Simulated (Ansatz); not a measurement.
# CoO (I-4m2, relaxed from a zincblende start): equation of state

How stiff is CoO (I-4m2, relaxed from a zincblende start)? Energies and pressures are computed at volumes on both sides of the relaxed cell and fitted. The cell was built by placing the elements on the sites of a structure type; the runs don't test whether it is the stable form.

Program: Ansatz 0.2.0. Level of theory: DFT PBE, scalar-relativistic, plane waves, PAW. These are calculated values, not measurements.

2 further runs of the same task are left out: 1 that didn't finish, 1 set aside as unsound or not needed. Runs told in other sessions of the task aren't counted.

### 1 The system as given

The structure is tetragonal, space group I-4m2 (No. 119). Conventional cell: a = 3.204 Å, b = 3.204 Å, c = 4.416 Å, α = 90.00°, β = 90.00°, γ = 90.00°. Co (site symmetry -4m2) has 4 O at 1.95 Å in its first shell of neighbours. O (site symmetry -4m2) has 4 Co at 1.95 Å in its first shell of neighbours.

Coordinates:

```cif
data_structure
_symmetry_space_group_name_H-M 'P 1'
_symmetry_Int_Tables_number 1
_cell_length_a 3.2042
_cell_length_b 5.4562
_cell_length_c 6.3275
_cell_angle_alpha 30.424
_cell_angle_beta 59.576
_cell_angle_gamma 54.038
_cell_volume 45.34
loop_
_atom_site_label
_atom_site_type_symbol
_atom_site_fract_x
_atom_site_fract_y
_atom_site_fract_z
_atom_site_occupancy
Co1 Co 0.00000 0.00000 0.00000 1
O1 O 0.25000 0.25000 0.00000 1
Co2 Co 0.00000 0.00000 0.50000 1
O2 O 0.25000 0.25000 0.50000 1
```

An earlier run at PBE left this cell at 11.335 Å³/atom and -0.14 GPa (12×12×6 mesh). The large moments point both ways and cancel.

Volume factors to run: 0.980, 1.020, 0.960, 1.040, 1.070, 1.100, 0.945.

### 2 At 0.980 of the relaxed volume

File input.yaml:

```yaml
crystal:
  lattice:
    - [0.0, 2.2504736739, 2.2504736738]
    - [4.3866360126, 2.2504736739, 2.2504736738]
    - [4.3866360126, 4.5009473477, 0.0]
  atoms:
    - { symbol: Co, position: [0.0, 0.0, 0.0], spin: 2.24 }
    - { symbol: O, position: [0.2500006561, 0.2499993439, 0.0] }
    - { symbol: Co, position: [0.0, 0.0, 0.5], spin: -2.24 }
    - { symbol: O, position: [0.2499993439, 0.2500006561, 0.5] }
basis:
  ecutwfc: 420
  ecutrho_ratio: 4
kpoints:
  mp_grid: { grid: [12, 12, 6] }
hamiltonian:
  xc: pbe
scf:
  occupations: { method: gaussian, width: 0.05 }
output:
  forces: true
  stress: true
  eigenvalues: true
  populations: true
magnetization:
  spin_polarized: true
relax:
  f_tol: 0.01
  max_steps: 40
  cell: { stress_tol: 0.1, fix: [volume] }
```

Started as:

```bash
> ansatz run input.yaml --threads 2 --pin off --max-ram 2662MiB --backend cpu --events-out ev --progress --plain --runs-dir out
```

Further steps of the session: At 1.020 of the relaxed volume; Volume × 0.960; Scaling the volume by 1.040; Volume × 1.070; Volume × 1.100; Scaling the volume by 0.945.

Before running it: what results should come out? Wanted: V0; B0; B0′; scatter of the fit.

**Answer**, as computed:

| quantity | value |
| --- | --- |
| V0 | 11.324 Å³/atom |
| B0 | 126 GPa |
| B0′ | 3.6 |
| scatter of the fit | 0.029 meV/atom |

What this shows: The fitted minimum lies at 11.32 Å³/atom, and the bulk modulus is 126 GPa. One per cent of compression takes about 1.3 GPa. The moment on atom 1 grows from 1.93 to 2.17 μB on expansion. These are values at 0 K without zero-point motion.
